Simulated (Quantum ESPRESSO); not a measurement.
# Ti in Quantum ESPRESSO: the effect of target pressure

Ti:

```
Ti
1.0
     2.95000    0.00000    0.00000
    -1.47500    2.55477    0.00000
     0.00000    0.00000    4.68000
Ti
2
Cartesian
  1.4750 0.8516 3.5100
  0.0000 1.7032 1.1700
```

Alike in all runs:

* Program: Quantum ESPRESSO 7.5
* Task: phonons
* Functional: LDA
* Potentials or basis: GBRV 1.5 LDA
* Cutoff: 612 eV
* Density cutoff: 4898 eV
* k mesh: 10 × 10 × 6
* Occupations: cold, width 0.2 eV
* Spin: no spin polarisation

Each run relaxes the cell or the atoms first.

| target pressure | relaxed volume (Å³/atom) | highest phonon frequency (cm⁻¹) |
| --- | --- | --- |
| 0 GPa | 16.10 | 212 |
| 3 GPa | ? | ? |
| 8 GPa | 15.21 | 252 |
| 15 GPa | 14.57 | 283 |

Problem. What does the run with target pressure 3 GPa give?

Solution. Relaxed volume 15.74 Å³/atom; highest phonon frequency 227 cm⁻¹.

Worked out: A straight line through the other rows of the relaxed volume, of slope -0.102 Å³/atom per GPa, gives 15.77 Å³/atom, against the run's 15.74. A straight line through the other rows of the highest phonon frequency, of slope 4.74 cm⁻¹ per GPa, gives 227 cm⁻¹, against the run's 227.

Caveats: the mesh is thin for the phonons of a metal; the cell is more than 3 GPa from zero pressure, which shifts response properties (some runs); the volume moved by over 15 % at a fixed basis, so the end points are rough (some runs).
